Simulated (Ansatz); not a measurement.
## TiB: checking dH/dP = V

Theory: DFT PBEsol, scalar-relativistic, plane waves, PAW in Ansatz 0.2.0. (420 eV cutoff, 14×14×14 k-mesh, Gaussian smearing of 0.10 eV, no spin polarisation)

The relaxed crystal:

```
CELL_PARAMETERS angstrom
0.00000 2.45334 2.45334
2.45334 0.00000 2.45334
2.45334 2.45334 0.00000
ATOMIC_POSITIONS crystal
Ti 0.75000 0.75000 0.75000
B 0.00000 0.00000 0.00000
```

Cell and atoms were relaxed at each target pressure within the start's symmetry (F-43m), at zero temperature; other phases can be more stable under pressure. H = E + PV with P the target; E is the free energy at the smearing used, whose derivative the pressure is, per atom and counted from zero pressure. The mesh named is that at zero pressure; some other pressures ran on another.

```csv
P (GPa),V (Å³/atom),E − E0 (meV),H − H0 (meV)
0,14.766,0.0,0.0
2,14.501,1.7,182.7
5,14.140,9.6,450.9
10,13.627,33.7,884.2
20,12.790,111.5,1708.1
40,11.599,330.0,3225.8
```

Thermodynamics gives dH/dP = V along a relaxed path. Integrate V over P by the trapezoid rule and compare with the computed enthalpies.

With 1 eV/Å³ = 160.22 GPa, each step adds the mean volume times ΔP / 160.22:
| P (GPa) | ∫V dP (meV) | H − H0 (meV) | difference (meV) |
| --- | --- | --- | --- |
| 2 | 182.7 | 182.7 | 0.0 |
| 5 | 450.8 | 450.9 | -0.1 |
| 10 | 884.1 | 884.2 | -0.1 |
| 20 | 1708.5 | 1708.1 | 0.4 |
| 40 | 3230.8 | 3225.8 | 5.0 |

V(P) curves upward, so the trapezoid rule runs high; integrating a smooth curve through the same points (P as a polynomial of degree 4 in ln V) puts that excess at about 6.7 meV at 40 GPa, against the 5.0 meV found.

At 40 GPa, how much of the enthalpy change is stored energy and how much is the PV term?

E rises by 330 meV/atom and PV is 40 × 11.599 / 160.22 = 2896 meV/atom, so PV makes 90 % of ΔH. So between rival structures at high pressure a small difference in volume can outweigh the difference in energy: 1 % of this volume is worth 29.0 meV/atom at this pressure.

What bulk modulus do the lowest pressures give?

From the pressures that the runs reached, -2.00 GPa (15.056 Å³) and 2.04 GPa (14.501 Å³), B = −ΔP/Δln V = 4.04 / 0.0375 = 108 GPa, a mean over that range.